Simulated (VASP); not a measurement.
# PbTe in VASP: one cell, several levels of theory

PbTe built on the zincblende prototype is computed at one geometry. Runs: PBE, r2SCAN, LDA, PBEsol, PBE+SOC. The results are then set beside those of Ansatz 0.2.0 for the same cell. This is a trial cell built on a prototype, not taken from a measured structure, and it needn't be the compound's ground state.

The runs shown are made with VASP 6.6.1. PAW datasets, plane waves. Spin-unpolarised throughout. Whether this structure exists isn't addressed.

## Step 1: The cell

The cell comes from an earlier relaxation with r2SCAN in another program.

The symmetry is F-43m (No. 216, cubic); conventional cell a = 7.283 Å, 48.29 Å³ an atom. Pb has 4 Te at 3.15 Å; Te has 4 Pb at 3.15 Å.

The structure in full:

```cif
data_structure
_symmetry_space_group_name_H-M 'P 1'
_symmetry_Int_Tables_number 1
_cell_length_a 5.1499
_cell_length_b 5.1499
_cell_length_c 5.1499
_cell_angle_alpha 60.000
_cell_angle_beta 60.000
_cell_angle_gamma 60.000
_cell_volume 96.58
loop_
_atom_site_label
_atom_site_type_symbol
_atom_site_fract_x
_atom_site_fract_y
_atom_site_fract_z
_atom_site_occupancy
Pb1 Pb 0.00000 0.00000 0.00000 1
Te1 Te 0.25000 0.25000 0.25000 1
```

## Step 2: PBE

File INCAR:

```
ENCUT = 520.000000
SIGMA = 0.020000
EDIFF = 1.00e-07
GGA = PE
PREC = Accurate
IBRION = -1
ISIF = 2
ISMEAR = -1
NBANDS = 17
NELM = 120
NSW = 0
LASPH = .TRUE.
LCHARG = .FALSE.
LWAVE = .FALSE.
LREAL = .FALSE.
```

File KPOINTS:

```
KPOINTS created by Atomic Simulation Environment
0
Gamma
6 6 6
0 0 0
```

File KPOINTS_OPT:

```
special points
6
Reciprocal
0.0000000000 0.0000000000 0.0000000000 1
0.5000000000 0.0000000000 0.5000000000 1
0.5000000000 0.2500000000 0.7500000000 1
0.3750000000 0.3750000000 0.7500000000 1
0.5000000000 0.5000000000 0.5000000000 1
0.6250000000 0.2500000000 0.6250000000 1
```

File POSCAR:

```
Pb Te
 1.0000000000000000
     0.0000000000000000    3.6414940559225757    3.6414940559225757
     3.6414940559225757   -0.0000000000000000    3.6414940559225757
     3.6414940559225757    3.6414940559225757   -0.0000000000000000
 Pb  Te
   1   1
Cartesian
 -0.0000000000000000 -0.0000000000000000  0.0000000000000000
  1.8207470279612878  1.8207470279612878  1.8207470279612878
```

Potentials: the recommended PBE PAW datasets, 20 valence electrons in the neutral cell.

Launch:

```sh
$ mpirun -np 1 vasp_std
```

Standard output, without the iteration lines:

```text
POSCAR found type information on POSCAR PbTe
 POSCAR found :  2 types and       2 ions
 LDA part: xc-table for (Slater+PW92), standard interpolation
 POSCAR, INCAR and KPOINTS ok, starting setup
 FFT: planning ... GRIDC
 FFT: planning ... GRID_SOFT
 FFT: planning ... GRID
 WAVECAR not read
 entering main loop
 Start KPOINTS_OPT (optional k-point list driver)
k-point batch [1-6\6]
```

OSZICAR:

```text
N       E                     dE             d eps       ncg     rms          rms(c)
DAV:   1     0.155297006527E+03    0.15530E+03   -0.86770E+03   544   0.104E+03
DAV:   2     0.436341143692E+01   -0.15093E+03   -0.14639E+03   570   0.277E+02
DAV:   3    -0.702628629096E+01   -0.11390E+02   -0.11346E+02   753   0.847E+01
DAV:   4    -0.734673381691E+01   -0.32045E+00   -0.32034E+00   655   0.177E+01
DAV:   5    -0.735830268105E+01   -0.11569E-01   -0.11569E-01   776   0.275E+00    0.339E+00
DAV:   6    -0.714361518013E+01    0.21469E+00   -0.52315E-01   748   0.392E+00    0.210E+00
DAV:   7    -0.713795723065E+01    0.56579E-02   -0.12030E-01   579   0.135E+00    0.101E+00
DAV:   8    -0.714192679550E+01   -0.39696E-02   -0.13730E-02   614   0.101E+00    0.204E-01
DAV:   9    -0.714233407053E+01   -0.40728E-03   -0.31584E-03   610   0.411E-01    0.670E-02
DAV:  10    -0.714268937386E+01   -0.35530E-03   -0.64583E-04   598   0.134E-01    0.404E-02
DAV:  11    -0.714283211748E+01   -0.14274E-03   -0.22584E-04   569   0.680E-02    0.281E-02
DAV:  12    -0.714283529632E+01   -0.31788E-05   -0.81937E-06   742   0.234E-02    0.164E-02
DAV:  13    -0.714283718356E+01   -0.18872E-05   -0.35266E-06   558   0.801E-03    0.591E-03
DAV:  14    -0.714283736349E+01   -0.17993E-06   -0.32054E-07   674   0.514E-03    0.184E-03
DAV:  15    -0.714283754423E+01   -0.18074E-06   -0.13691E-07   481   0.260E-03    0.164E-03
DAV:  16    -0.714283760650E+01   -0.62268E-07   -0.11871E-08   462   0.821E-04
   1 F= -.71428376E+01 E0= -.71428376E+01  d E =-.399982E-09
       N       E                     dE             ncg
DAV:   1     0.824400529695E+03   -0.27849E+04      204
DAV:   2    -0.353767391157E+02   -0.85978E+03      220
DAV:   3    -0.100735011064E+03   -0.65358E+02      277
DAV:   4    -0.102630606671E+03   -0.18956E+01      255
DAV:   5    -0.102737645426E+03   -0.10704E+00      315
DAV:   6    -0.102739724851E+03   -0.20794E-02      270
DAV:   7    -0.102739758072E+03   -0.33221E-04      307
DAV:   8    -0.102739758437E+03   -0.36524E-06      286
DAV:   9    -0.102739758441E+03   -0.35564E-08      201
```

The lines after F= are the extra pass for the points of KPOINTS_OPT, at fixed density; their E is not a total energy.

OUTCAR, selected sections:

```text
k-points           NKPTS =     16   k-points in BZ     NKDIM =     16   number of bands    NBANDS=     17

   NELECT =      20.0000    total number of electrons

   dimension x,y,z NGX =    40 NGY =   40 NGZ =   40
   dimension x,y,z NGXF=    80 NGYF=   80 NGZF=   80

  energy-cutoff  :      520.00
  volume of cell :       96.58
      direct lattice vectors                 reciprocal lattice vectors
     0.000000000  3.641494056  3.641494056    -0.137306279  0.137306279  0.137306279
     3.641494056  0.000000000  3.641494056     0.137306279 -0.137306279  0.137306279
     3.641494056  3.641494056  0.000000000     0.137306279  0.137306279 -0.137306279

 k-points in reciprocal lattice and weights: KPOINTS created by Atomic Simulation Env
   0.00000000  0.00000000  0.00000000       0.005
   0.16666667  0.00000000  0.00000000       0.037
   0.33333333  0.00000000  0.00000000       0.037
   0.50000000  0.00000000  0.00000000       0.019
   0.16666667  0.16666667  0.00000000       0.028
   0.33333333  0.16666667  0.00000000       0.111
   0.50000000  0.16666667  0.00000000       0.111
  -0.33333333  0.16666667  0.00000000       0.111
[... 8 more k-points ...]

 E-fermi :   3.0324

 k-point     1 :       0.0000    0.0000    0.0000
  band No.  band energies     occupation
      1     -14.1488      2.00000
      2     -14.1488      2.00000
      3     -14.1488      2.00000
      4     -14.1255      2.00000
      5     -14.1255      2.00000
      6      -8.5868      2.00000
      7      -3.4350      2.00000
      8       1.3423      2.00000
      9       1.3423      2.00000
     10       1.3423      2.00000
     11       4.3200      0.00000
     12       4.3200      0.00000
     13       4.3200      0.00000
     14       6.9057      0.00000
     15       9.8529      0.00000
     16       9.8529      0.00000
     17      10.7496      0.00000

 k-point     2 :       0.1667    0.0000    0.0000
  band No.  band energies     occupation
      1     -14.1511      2.00000
      2     -14.1476      2.00000
      3     -14.1476      2.00000
      4     -14.1254      2.00000
      5     -14.1254      2.00000
      6      -8.4459      2.00000
      7      -3.8401      2.00000
      8       1.1748      2.00000
      9       1.1748      2.00000
     10       1.2738      2.00000
     11       4.5172      0.00000
     12       4.5907      0.00000
     13       4.5907      0.00000
     14       7.7818      0.00000
     15       9.2886      0.00000
     16       9.2886      0.00000
     17      10.2512      0.00000

 k-point     3 :       0.3333    0.0000    0.0000
  band No.  band energies     occupation
      1     -14.1557      2.00000
      2     -14.1453      2.00000
      3     -14.1453      2.00000
      4     -14.1250      2.00000
      5     -14.1250      2.00000
      6      -8.1014      2.00000
      7      -4.6342      2.00000
      8       0.9036      2.00000
      9       0.9036      2.00000
     10       1.0083      2.00000
     11       4.9980      0.00000
     12       4.9980      0.00000
     13       5.5712      0.00000
     14       8.5087      0.00000
     15       9.3956      0.00000
     16       9.3956      0.00000
     17      10.5217      0.00000

 k-point     4 :       0.5000    0.0000    0.0000
  band No.  band energies     occupation
      1     -14.1581      2.00000
      2     -14.1444      2.00000
      3     -14.1444      2.00000
      4     -14.1247      2.00000
      5     -14.1247      2.00000
      6      -7.8760      2.00000
      7      -5.0568      2.00000
      8       0.7890      2.00000
      9       0.7890      2.00000
     10       0.8646      2.00000
     11       5.1325      0.00000
     12       5.1325      0.00000
     13       6.5188      0.00000
     14       8.6021      0.00000
     15       9.6413      0.00000
     16      10.1305      0.00000
     17      10.1305      0.00000

[... the tables of k-points 5 to 16 left out ...]

  Total        0.3167744      0.3167744      0.3167744     -0.0000000     -0.0000000      0.0000000
  in kB        5.2552310      5.2552310      5.2552310     -0.0000000     -0.0000000      0.0000000
  external PRESSURE =       5.2552310 kB  Pullay stress =       0.0000000 kB

 POSITION                                       TOTAL-FORCE (eV/Angst)
 -----------------------------------------------------------------------------------
      0.00000      0.00000      0.00000        -0.000000     -0.000000     -0.000000
      1.82075      1.82075      1.82075         0.000000      0.000000      0.000000
 -----------------------------------------------------------------------------------
    total drift:                                0.000000      0.000000      0.000000

  FREE ENERGIE OF THE ION-ELECTRON SYSTEM (eV)
  ---------------------------------------------------
  free  energy   TOTEN  =        -7.1428376065 eV

  energy  without entropy=       -7.1428376061  energy(sigma->0) =       -7.14283761
```

Hardware: 1 MPI rank of Intel Xeon Platinum 8488C, shared host.

The levels at the points of KPOINTS_OPT are read from vasprun.xml.

Levels at the named points, in eV from the top of band v (v: the last filled band by count, c: the next):

```
point    v−1      v     c   c+1
    Γ  -1.46  -1.46  1.52  1.52
    X  -2.69  -0.60  0.59  4.39
    W  -2.86   0.00  1.85  2.69
    K  -2.49  -0.41  1.54  3.57
    L  -2.01  -1.94  2.33  2.33
    U  -2.49  -0.41  1.54  3.57
```

The PBE gap is 0.59 eV and indirect (W to X), with 1.19 eV as the least direct one. The pressure is 0.53 GPa; the forces vanish within 0.01 eV/Å.

## Step 3: Single point with r2SCAN

File INCAR:

```
ENCUT = 520.000000
SIGMA = 0.010000
EDIFF = 1.00e-07
ALGO = Normal
METAGGA = R2SCAN
PREC = Accurate
IBRION = -1
ISIF = 2
ISMEAR = 0
NBANDS = 17
NELM = 120
NSW = 0
LASPH = .TRUE.
LCHARG = .FALSE.
LWAVE = .FALSE.
LREAL = .FALSE.
```

KPOINTS is that of step 2.

KPOINTS_OPT is that of step 2.

POSCAR is that of step 2.

Launch:

```sh
$ mpirun -np 1 vasp_std
```

Printed to the terminal (iteration lines stand in OSZICAR):

```text
POSCAR found type information on POSCAR PbTe
 POSCAR found :  2 types and       2 ions
 -----------------------------------------------------------------------------
|                                                                             |
|                                                                             |
|     You enforced a specific xc type in the INCAR file but a different       |
|     I HOPE YOU KNOW WHAT YOU ARE DOING!                                     |
|                                                                             |
 -----------------------------------------------------------------------------

 LDA part: xc-table for (None), standard interpolation
 POSCAR, INCAR and KPOINTS ok, starting setup
 FFT: planning ... GRIDC
 FFT: planning ... GRID_SOFT
 FFT: planning ... GRID
 WAVECAR not read
 entering main loop
 Start KPOINTS_OPT (optional k-point list driver)
k-point batch [1-6\6]
```

OSZICAR:

```text
N       E                     dE             d eps       ncg     rms          rms(c)
DAV:   1     0.801032478994E+02    0.80103E+02   -0.88070E+03   544   0.106E+03
DAV:   2    -0.749607306883E+02   -0.15506E+03   -0.15034E+03   570   0.283E+02
DAV:   3    -0.864324746840E+02   -0.11472E+02   -0.11427E+02   745   0.855E+01
DAV:   4    -0.867383085332E+02   -0.30583E+00   -0.30573E+00   631   0.176E+01
DAV:   5    -0.867525956743E+02   -0.14287E-01   -0.14287E-01   785   0.328E+00    0.326E+00
DAV:   6    -0.822246226263E+02    0.45280E+01   -0.15868E+00   608   0.201E+01    0.272E+00
DAV:   7    -0.821990690443E+02    0.25554E-01   -0.16275E-01   593   0.331E+00    0.140E+00
DAV:   8    -0.822091474694E+02   -0.10078E-01   -0.24410E-02   638   0.154E+00    0.729E-01
DAV:   9    -0.822131418375E+02   -0.39944E-02   -0.81119E-03   611   0.938E-01    0.285E-01
DAV:  10    -0.822128232459E+02    0.31859E-03   -0.76055E-04   639   0.371E-01    0.101E-01
DAV:  11    -0.822129192946E+02   -0.96049E-04   -0.16357E-04   607   0.148E-01    0.431E-02
DAV:  12    -0.822129498597E+02   -0.30565E-04   -0.39248E-05   621   0.385E-02    0.190E-02
DAV:  13    -0.822129494406E+02    0.41910E-06   -0.55857E-06   632   0.232E-02    0.103E-02
DAV:  14    -0.822129499392E+02   -0.49860E-06   -0.10508E-06   574   0.810E-03    0.162E-03
DAV:  15    -0.822129497119E+02    0.22733E-06   -0.12925E-07   528   0.212E-03    0.124E-03
DAV:  16    -0.822129497808E+02   -0.68925E-07   -0.15264E-08   304   0.138E-03
   1 F= -.82212950E+02 E0= -.82212950E+02  d E =-.144064E-17
       N       E                     dE             ncg
DAV:   1     0.787242200275E+03   -0.28221E+04      204
DAV:   2    -0.101727645751E+03   -0.88897E+03      220
DAV:   3    -0.168796401973E+03   -0.67069E+02      277
DAV:   4    -0.170669906873E+03   -0.18735E+01      256
DAV:   5    -0.170774324765E+03   -0.10442E+00      290
DAV:   6    -0.170777638788E+03   -0.33140E-02      287
DAV:   7    -0.170777676624E+03   -0.37837E-04      282
DAV:   8    -0.170777677239E+03   -0.61469E-06      303
DAV:   9    -0.170777677246E+03   -0.67789E-08      200
```

Parts of OUTCAR:

```text
k-points           NKPTS =     16   k-points in BZ     NKDIM =     16   number of bands    NBANDS=     17

   NELECT =      20.0000    total number of electrons

   dimension x,y,z NGX =    40 NGY =   40 NGZ =   40
   dimension x,y,z NGXF=    80 NGYF=   80 NGZF=   80

  energy-cutoff  :      520.00
  volume of cell :       96.58
      direct lattice vectors                 reciprocal lattice vectors
     0.000000000  3.641494056  3.641494056    -0.137306279  0.137306279  0.137306279
     3.641494056  0.000000000  3.641494056     0.137306279 -0.137306279  0.137306279
     3.641494056  3.641494056  0.000000000     0.137306279  0.137306279 -0.137306279

 k-points in reciprocal lattice and weights: KPOINTS created by Atomic Simulation Env
   0.00000000  0.00000000  0.00000000       0.005
   0.16666667  0.00000000  0.00000000       0.037
   0.33333333  0.00000000  0.00000000       0.037
   0.50000000  0.00000000  0.00000000       0.019
   0.16666667  0.16666667  0.00000000       0.028
   0.33333333  0.16666667  0.00000000       0.111
   0.50000000  0.16666667  0.00000000       0.111
  -0.33333333  0.16666667  0.00000000       0.111
[... 8 more k-points ...]

 E-fermi :   2.5294

 k-point     1 :       0.0000    0.0000    0.0000
  band No.  band energies     occupation
      1     -14.9351      2.00000
      2     -14.9351      2.00000
      3     -14.9351      2.00000
      4     -14.9066      2.00000
      5     -14.9066      2.00000
      6      -9.2072      2.00000
      7      -3.6676      2.00000
      8       1.0690      2.00000
      9       1.0690      2.00000
     10       1.0690      2.00000
     11       4.3391      0.00000
     12       4.3391      0.00000
     13       4.3391      0.00000
     14       6.8998      0.00000
     15      10.1171      0.00000
     16      10.1171      0.00000
     17      10.9503      0.00000

 k-point     2 :       0.1667    0.0000    0.0000
  band No.  band energies     occupation
      1     -14.9377      2.00000
      2     -14.9337      2.00000
      3     -14.9337      2.00000
      4     -14.9065      2.00000
      5     -14.9065      2.00000
      6      -9.0568      2.00000
      7      -4.1206      2.00000
      8       0.8997      2.00000
      9       0.8997      2.00000
     10       1.0332      2.00000
     11       4.5327      0.00000
     12       4.6177      0.00000
     13       4.6177      0.00000
     14       7.8092      0.00000
     15       9.4901      0.00000
     16       9.4901      0.00000
     17      10.3493      0.00000

 k-point     3 :       0.3333    0.0000    0.0000
  band No.  band energies     occupation
      1     -14.9429      2.00000
      2     -14.9312      2.00000
      3     -14.9312      2.00000
      4     -14.9061      2.00000
      5     -14.9061      2.00000
      6      -8.6885      2.00000
      7      -4.9949      2.00000
      8       0.6224      2.00000
      9       0.6224      2.00000
     10       0.8008      2.00000
     11       5.0386      0.00000
     12       5.0386      0.00000
     13       5.6333      0.00000
     14       8.5310      0.00000
     15       9.5978      0.00000
     16       9.5978      0.00000
     17      10.6111      0.00000

 k-point     4 :       0.5000    0.0000    0.0000
  band No.  band energies     occupation
      1     -14.9455      2.00000
      2     -14.9301      2.00000
      3     -14.9301      2.00000
      4     -14.9058      2.00000
      5     -14.9058      2.00000
      6      -8.4467      2.00000
      7      -5.4562      2.00000
      8       0.5044      2.00000
      9       0.5044      2.00000
     10       0.6648      2.00000
     11       5.1769      0.00000
     12       5.1769      0.00000
     13       6.6353      0.00000
     14       8.6471      0.00000
     15       9.7069      0.00000
     16      10.3638      0.00000
     17      10.3638      0.00000

[... the tables of k-points 5 to 16 left out ...]

  Total        0.0055162      0.0055162      0.0055162     -0.0000000      0.0000000     -0.0000000
  in kB        0.0915126      0.0915126      0.0915126     -0.0000000      0.0000000     -0.0000000
  external PRESSURE =       0.0915126 kB  Pullay stress =       0.0000000 kB

 POSITION                                       TOTAL-FORCE (eV/Angst)
 -----------------------------------------------------------------------------------
      0.00000      0.00000      0.00000         0.000000      0.000000      0.000000
      1.82075      1.82075      1.82075        -0.000000     -0.000000     -0.000000
 -----------------------------------------------------------------------------------
    total drift:                                0.000000      0.000000      0.000000

  FREE ENERGIE OF THE ION-ELECTRON SYSTEM (eV)
  ---------------------------------------------------
  free  energy   TOTEN  =       -82.2129497808 eV

  energy  without entropy=      -82.2129497808  energy(sigma->0) =      -82.21294978
```

Hardware: 1 MPI rank of Intel Xeon Platinum 8488C, shared host.

The levels at the points of KPOINTS_OPT are read from vasprun.xml.

Levels at the named points, in eV from the top of band v (v: the last filled band by count, c: the next):

```
point    v−1      v     c   c+1
    Γ  -1.56  -1.56  1.71  1.71
    X  -2.82  -0.63  0.75  4.71
    W  -3.00   0.00  2.13  2.85
    K  -2.62  -0.41  1.74  3.84
    L  -2.13  -1.97  2.54  2.54
    U  -2.62  -0.41  1.74  3.84
```

r2SCAN gives an indirect gap of 0.75 eV, from W to X; the least direct gap is 1.37 eV. Pressure: 0.01 GPa; the forces vanish within 0.01 eV/Å.

(Part 1 of 3 ends here.)
